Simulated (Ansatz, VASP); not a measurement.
## TaN in VASP and in Ansatz

```
CELL_PARAMETERS angstrom
0.00000 2.18784 2.18784
2.18784 0.00000 2.18784
2.18784 2.18784 0.00000
ATOMIC_POSITIONS crystal
Ta 0.50000 0.50000 0.50000
N 0.00000 0.00000 0.00000
```

Alike in both runs: functional PBEsol; k mesh 16 × 16 × 16; occupations gaussian, width 0.1 eV; no spin polarisation.

Ansatz relaxed the structure, and its values are those at the end. VASP's run is a single point on that final structure, the one shown.

```csv
,VASP,Ansatz
version,VASP 6.6.1,Ansatz 0.2.0
potentials or method,"VASP PAW PBE potentials, release 64 (Ta_pv, N)","scalar-relativistic, plane waves, PAW"
plane-wave cutoff (eV),520,420
valence electrons in the cell,16,18
```

VASP gave:

```
gap on the k mesh at the Fermi level (eV) : none
pressure (GPa)                            : 1.0
```

Estimate Ansatz's values.

gap on the k mesh at the Fermi level (eV): none; pressure (GPa): 0.0.

A gap of «none» marks a metal or a gap that the smearing closes. With one functional, cell and mesh, what is left measures potentials, basis and numerics. The two sets of potentials don't hold the same shells in valence.

Caveats: the PAW data sets were made with another functional, which shifts forces and pressure a little (VASP). The runs have no spin-orbit coupling, so splittings on Ta are missing.
